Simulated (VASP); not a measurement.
Here is a VASP 6.6.1 calculation.

INCAR

```
SYSTEM = CsSnBr3
  PREC = Accurate
  ENCUT = 600
  EDIFF = 1E-7
  ISMEAR = 0
  SIGMA = 0.03
  LREAL = .FALSE.
  LASPH = .TRUE.
  NELM = 80
  ALGO = Normal
  ISIF = 3
  LWAVE = .FALSE.
  LCHARG = .FALSE.
  GGA = PS
  IBRION = 2
  NSW = 90
  EDIFFG = -0.005
  KPAR = 4
```

The input KPOINTS:

```
Automatic mesh
0
G
  6 6 6
  0 0 0
```

POSCAR

```
CsSnBr3                                 
1.0
    5.7688252744     -0.0000000000      0.0000000000
   -0.0000000000      5.7688252744      0.0000000000
   -0.0000000000     -0.0000000000      5.7688252744
  Cs              Sn              Br            
     1     1     3
Direct
     0.0000000000000000    0.0000000000000000    0.0000000000000000
     0.5000000000000000    0.5000000000000000    0.5000000000000000
     0.5000000000000000    0.0000000000000000    0.5000000000000000
     0.5000000000000000    0.5000000000000000    0.0000000000000000
     0.0000000000000000    0.5000000000000000    0.5000000000000000
```

Potentials or basis: VASP PAW PBE potentials, release 64 (Cs_sv, Sn_d, Br).

The run is started by

```sh
$ cat potpaw_PBE.64/Cs_sv/POTCAR potpaw_PBE.64/Sn_d/POTCAR potpaw_PBE.64/Br/POTCAR > POTCAR
$ mpirun -np 4 vasp_std > vasp.out
```

(1) Estimate the band gap on the k mesh.

Results:

(1) 0.22 eV, direct.

Caveat: the relaxation stopped at its first step, so nothing moved; spin-orbit coupling is left out, which moves the levels of the heavy elements.
